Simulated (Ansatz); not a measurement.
## HgS: what relativity and spin–orbit coupling change

```
Hg S
1.0
     0.00000    2.92900    2.92900
     2.92900    0.00000    2.92900
     2.92900    2.92900    0.00000
Hg S
1 1
Direct
  0.00000 0.00000 0.00000
  0.75000 0.75000 0.75000
```

Atoms are numbered in the order listed.

The cell is COD entry 1011368, as deposited and not checked against the literature; nothing was relaxed.

One fixed cell is solved with PBE by LAPW (all electrons) in Ansatz 0.2.0 under different relativistic treatments. Pressure is positive in compression.

The runs use a Γ-centred 8×8×8 k mesh, Fermi–Dirac smearing of 0.02 eV, basis error target 1 meV/atom, no spin polarisation.

Gaps under 0.4 eV may close at points that the mesh misses.

```tsv
setting	P (GPa)	gap over the k mesh and a high-symmetry path (eV)	lowest level at Γ above −25 eV, from the valence-band top or, without a gap, the Fermi level (eV)
scalar-relativistic	4.05	none	-13.27
non-relativistic	?	1.17	?
with spin–orbit coupling	3.34	0.11	-13.25
```

**Question.** Give the missing entry: row "non-relativistic", column "P (GPa)".

**Answer.** 11.32.

**Question.** Fill in "lowest level at Γ above −25 eV, from the valence-band top or, without a gap, the Fermi level (eV)" for the row "non-relativistic".

**Answer.** -12.54.
